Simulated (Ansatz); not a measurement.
A trial cell of TiAl3, before relaxation:

```yaml
crystal:
  lattice:
    - [4.27415, 0.00000, 0.00000]
    - [0.00000, 4.27415, 0.00000]
    - [0.00000, 0.00000, 3.50245]
  atoms:
    - { symbol: Ti, position: [0.50000, 0.50000, 0.27309] }
    - { symbol: Al, position: [0.00000, 0.50000, 0.02372] }
    - { symbol: Al, position: [0.50000, 0.00000, 0.02372] }
    - { symbol: Al, position: [0.00000, 0.00000, 0.85025] }
```

Method: DFT PBE, scalar-relativistic, plane waves, PAW in Ansatz 0.2.0. Cutoff 420 eV, Gaussian smearing, Γ-centred meshes. Cell and atoms relax first on a coarse mesh, the cell is then made exact in the group found at 0.06 to 0.08 Å, and last on a converged mesh; the steps can't lower the symmetry of their start. No spin polarisation.

A guess keeps its type if space group and coordination stay and the shape of the cell changes little (axis ratios within about 15 %, angles within 6°); the volume may change.

Question: Will the relaxed cell still be of the starting type?

Answer: It doesn't keep its type. The symmetry goes from P4mm (No. 99) to Pm-3m (No. 221). The end has the Cu3Au (L1_2) type. The volume per atom shrinks by 1.5 %, from 16.0 to 15.8 Å³. The shortest distance goes from 2.22 Å (Al–Al) to 2.81 Å (Ti–Al and Al–Al). Counting neighbours within 15 % of an atom's shortest distance, the start has Al 4, Ti 4 and the end Al 12, Ti 12. In detail, at the end around Ti lie 12 Al at 2.81 Å; Al has 4 Ti at 2.81 Å and 8 Al at 2.81 Å.

```cif
data_structure
_symmetry_space_group_name_H-M 'Pm-3m'
_symmetry_Int_Tables_number 221
_cell_length_a 3.9797
_cell_length_b 3.9797
_cell_length_c 3.9797
_cell_angle_alpha 90.000
_cell_angle_beta 90.000
_cell_angle_gamma 90.000
_cell_volume 63.03
loop_
_atom_site_label
_atom_site_type_symbol
_atom_site_symmetry_multiplicity
_atom_site_Wyckoff_symbol
_atom_site_fract_x
_atom_site_fract_y
_atom_site_fract_z
_atom_site_occupancy
Ti1 Ti 1 b 0.50000 0.50000 0.50000 1
Al1 Al 3 d 0.00000 0.50000 0.00000 1
```

The last run used a 10×10×10 mesh for its 4-atom cell and Gaussian smearing of 0.10 eV. A later test with randomly moved atoms came back to the same energy, though modes that don't fit the test's cell weren't probed. Another cell of the same search, in I4/mmm, lies 33 meV/atom lower, so this cell isn't the stable form at this level.
